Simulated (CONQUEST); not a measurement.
Input of a CONQUEST 1.3 run:

Conquest_input

```
IO.Title Al
IO.Coordinates coords.dat
IO.FractionalAtomicCoords T
IO.Iprint 2
IO.Iprint_init 1
General.NumberOfSpecies 1
General.PseudopotentialType hamann
AtomMove.TypeOfRun static
AtomMove.FullStress T
Grid.GridCutoff 120
DM.SolutionMethod diagon
Diag.MPMesh T
Diag.GammaCentred T
Diag.MPMeshX 9
Diag.MPMeshY 9
Diag.MPMeshZ 7
Diag.kT 0.00183747
minE.SCTolerance 1e-6
Basis.MultisiteSF T
Multisite.LFD T
Multisite.Smear T
SC.MaxIters 100
IO.AtomChargeOutput T
%block ChemicalSpeciesLabel
1 26.980 Al
%endblock
%block Al
Atom.NumberOfSupports 4
Atom.MultisiteRange 12
Atom.LFDRange 12
%endblock
```

Contents of coords.dat:

```
    5.4112434039     0.0000000000     0.0000000000
    0.0000000000     5.4112434039     0.0000000000
    0.0000000000     0.0000000000     7.6526538115
2
 -0.0086920000   0.0064550000   0.0033090000 1 T T T
  0.4989260000   0.4889380000   0.4908690000 1 T T T
```

Potentials or basis: PseudoDojo NC PBE, DZP, multi-site functions of range 12 bohr, grid cutoff 120 Ha.

The run is started by

```console
$ Conquest
```

Q: What does it give for the pressure?

A: -0.9 GPa.

Q: What does it give for the band gap on the k mesh?

A: None (metal or under the smearing width).

Forces in eV/Å, atoms in the order of the input:
```
Al   0.040 -0.090 -0.266
Al  -0.044  0.090  0.267
```

Caveat: multi-site functions contract the basis, which raises the energy a little and makes forces and stress less exact; the basis of atomic orbitals isn't converged, which shifts pressures, moduli and gaps.
